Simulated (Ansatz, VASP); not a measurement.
# Ga2O3: VASP beside Ansatz

The input INCAR:

```
SYSTEM = Ga2O3
PREC = Accurate ; ENCUT = 520
EDIFF = 1E-6 ; ISMEAR = 0
SIGMA = 0.013000000000000001 ; LREAL = .FALSE.
LASPH = .TRUE. ; NELM = 60
ALGO = Normal ; ISIF = 2
LWAVE = .FALSE. ; LCHARG = .FALSE.
GGA = PE
```

KPOINTS

```
regular mesh
0
G
  9 9 5
  0 0 0
```

Contents of POSCAR:

```
Ga2O3
1.0
    6.1070000000     -1.5185500000      0.0000000000
    6.1070000000      1.5185500000      0.0000000000
   -1.3859888959      0.0000000000      5.6300087380
Ga O
4 6
Direct
    0.3413400000      0.3413400000      0.6859800000
    0.6586600000      0.6586600000      0.3140200000
    0.9095000000      0.9095000000      0.2054000000
    0.0905000000      0.0905000000      0.7946000000
    0.5041000000      0.5041000000      0.7434000000
    0.4959000000      0.4959000000      0.2566000000
    0.8267000000      0.8267000000      0.4368000000
    0.1733000000      0.1733000000      0.5632000000
    0.8355000000      0.8355000000      0.8902000000
    0.1645000000      0.1645000000      0.1098000000
```

input.yaml

```yaml
crystal:
  lattice:
    - [6.107, -1.51855, 0.0]
    - [6.107, 1.51855, 0.0]
    - [-1.3859888959, 0.0, 5.630008738]
  atoms:
    - { symbol: Ga, position: [0.34134, 0.34134, 0.68598] }
    - { symbol: Ga, position: [0.65866, 0.65866, 0.31402] }
    - { symbol: Ga, position: [0.9095, 0.9095, 0.2054] }
    - { symbol: Ga, position: [0.0905, 0.0905, 0.7946] }
    - { symbol: O, position: [0.5041, 0.5041, 0.7434] }
    - { symbol: O, position: [0.4959, 0.4959, 0.2566] }
    - { symbol: O, position: [0.8267, 0.8267, 0.4368] }
    - { symbol: O, position: [0.1733, 0.1733, 0.5632] }
    - { symbol: O, position: [0.8355, 0.8355, 0.8902] }
    - { symbol: O, position: [0.1645, 0.1645, 0.1098] }
hamiltonian:
  xc: pbe
  pseudopotentials: { kind: paw }
kpoints:
  mp_grid: { grid: [9, 9, 5] }
scf:
  occupations: { method: gaussian, width: 0.013 }
output:
  forces: true
  stress: true
  eigenvalues: true
```

Alike in both runs: task single point; functional PBE; k mesh 9 × 9 × 5; occupations gaussian, width 0.013 eV; no spin polarisation.

```csv
,VASP,Ansatz
version,VASP 6.6.1,Ansatz 0.2.0
potentials or method,"VASP PAW PBE potentials, release 64 (Ga_d, O)",Ansatz PAW
plane-wave cutoff (eV),520,420
valence electrons in the cell,88,88
```

|  | VASP | Ansatz | Ansatz less VASP |
| --- | --- | --- | --- |
| gap on the k mesh at the Fermi level (eV) | 2.42 | 2.44 | +0.015 |
| least direct gap on the mesh (eV) | 2.44 | 2.46 | +0.013 |
| pressure (GPa) | 10.2 | 9.6 | -0.65 |
| largest component of the traceless stress (GPa) | 0.77 | 0.67 | -0.102 |
| rms of the force components (eV/Å) | 0.087 | 0.082 | -0.0050 |

Atom by atom the forces differ by 0.010 eV/Å (rms over components). With one functional, cell and mesh, what is left measures potentials, basis and numerics.

Caveats: an odd mesh through Γ misses points on the zone boundary, where band edges often lie (VASP); odd divisions of the mesh miss points on the zone boundary, where band edges often lie, so the gap on the mesh can be too wide (Ansatz); the pressure holds a Pulay correction of +0.8 GPa for the finite cutoff (Ansatz).
